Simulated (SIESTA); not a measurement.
## W2C under changes of volume

One of the cells (12.984 Å³/atom); the others are scaled copies at fixed shape and fractional positions:

```
W C
1.0
     3.09038    0.00000    0.00000
    -1.54519    2.67635    0.00000
     0.00000    0.00000    4.70941
W C
2 1
Cartesian
  1.5452 0.8921 1.1946
  0.0000 1.7842 3.5148
  0.0000 0.0000 0.0000
```

The cell comes from a database or a generator and needn't be the stable form of this composition.

- Program: SIESTA 5.4.2
- Functional: PBE
- Potentials or basis: PseudoDojo 0.4 standard (PBE files)
- Basis: DZP (energy shift 0.003 Ry; two zetas on semicore shells)
- Grid cutoff: 800 Ry
- Energy shift: 0.003 Ry
- k mesh: 10 × 10 × 6
- Occupations: fermi-dirac, width 0.05 eV
- Spin: no spin polarisation

| volume (Å³/atom) | energy over the lowest point (meV/atom) | pressure (GPa) | largest force (eV/Å) |
| --- | --- | --- | --- |
| 11.965 | 65.81 | 26.7 | 1.127 |
| 12.220 | 30.62 | 17.8 | 0.916 |
| 12.475 | 8.81 | 9.9 | 0.721 |
| 12.984 | 0.00 | -3.8 | 0.346 |
| 13.238 | 10.73 | -9.6 | 0.192 |
| 13.493 | ? | ? | ? |

Task: What does the run at 13.493 Å³/atom give?

Result: Energy over the lowest point 30.23 meV/atom; pressure -14.7 GPa; largest force 0.032 eV/Å.

Worked out: A Birch-Murnaghan fit of order 3 (a polynomial in V^(-2/3)) to the other rows has its minimum at 12.83 Å³/atom with B0 = V·E''(V) = 329 GPa and B' = 4.2 at fixed shape and positions, which overstates the stiffness. It gives 30.31 meV/atom at 13.493 Å³/atom, against the run's 30.23, and -dE/dV = -14.9 GPa, against -14.7.

Energies are extrapolated to zero smearing.

Caveats: short orbitals over semicore shells can move pressures by several GPa; the basis of atomic orbitals isn't converged, which shifts pressures, moduli and gaps; forces of over 1 eV/Å show positions far from the minimum, so gaps and moduli don't describe the material at rest (some runs).
